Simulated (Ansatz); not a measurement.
BaTe (antiNiAs structure)

Level of theory: DFT, PBE, scalar-relativistic, no spin polarisation; plane waves to 420 eV with PAW datasets (Ansatz 0.2.0), 8×8×6 k-mesh, Gaussian smearing of 0.05 eV; PAW files: Ansatz's generated set soft_2.

```
CELL_PARAMETERS angstrom
4.84884 0.00000 0.00000
-2.42442 4.19922 0.00000
0.00000 0.00000 8.60018
ATOMIC_POSITIONS crystal
Ba 0.33333 0.66667 0.25000
Ba 0.66667 0.33333 0.75000
Te 0.00000 0.00000 0.00000
Te 0.00000 0.00000 0.50000
```

This is a trial structure: the heavier alkaline earths' oxides and chalcogenides take the rock-salt structure.

Question: Which orbitals make up the states within about 0.6 eV of the valence edge?

Answer: Te 5p 98 % (shares among the projected shells); the gap is 1.36 eV. The projected shells catch only 12 % of the states at the conduction edge, which lie mostly on empty orbitals that aren't projected.

Density of states (tetrahedra, averaged over 0.3 eV; states/eV per cell of 4 atoms; energy in eV from the Fermi level; projections on Löwdin-orthogonalised atomic orbitals, summed over sites):

```csv
E,total,Te 5p,Ba 6s,Te 5s,Ba 5p,Ba 5s
-3.70,0.0,0.0,0.0,0.0,0.0,0.0
-3.40,0.2,0.1,0.0,0.0,0.0,0.0
-3.10,1.7,1.3,0.4,0.0,0.0,0.0
-2.80,4.1,3.2,0.7,0.0,0.0,0.0
-2.50,6.7,5.6,0.6,0.1,0.1,0.0
-2.20,5.5,4.9,0.2,0.0,0.1,0.0
-1.90,7.8,7.1,0.1,0.0,0.1,0.0
-1.60,10.1,9.3,0.0,0.0,0.1,0.0
-1.30,2.3,2.1,0.0,0.0,0.0,0.0
-1.00,1.6,1.5,0.0,0.0,0.0,0.0
-0.70,0.1,0.1,0.0,0.0,0.0,0.0
-0.40,0.0,0.0,0.0,0.0,0.0,0.0
-0.10,0.0,0.0,0.0,0.0,0.0,0.0
0.20,0.0,0.0,0.0,0.0,0.0,0.0
0.50,0.0,0.0,0.0,0.0,0.0,0.0
0.80,0.6,0.0,0.0,0.0,0.0,0.0
1.10,2.2,0.1,0.2,0.0,0.0,0.0
1.40,2.5,0.1,0.2,0.0,0.0,0.0
1.70,2.3,0.1,0.2,0.0,0.0,0.0
2.00,3.1,0.1,0.3,0.1,0.0,0.0
2.30,3.2,0.1,0.4,0.1,0.0,0.0
2.60,3.6,0.1,0.4,0.1,0.0,0.0
2.90,5.2,0.1,0.5,0.1,0.0,0.0
3.20,6.9,0.2,0.5,0.1,0.0,0.0
3.50,8.1,0.2,0.8,0.1,0.0,0.0
3.80,9.6,0.3,1.0,0.1,0.0,0.0
4.10,8.0,0.2,0.4,0.0,0.0,0.0
```

Formal charges Ba²⁺, Te²⁻ balance and leave closed shells on every ion, so a band insulator is expected, and the gap is 1.36 eV.

Semilocal functionals underestimate band gaps, commonly by a third or more. For elements this heavy, spin–orbit coupling would shift levels and gaps; it isn't included here.
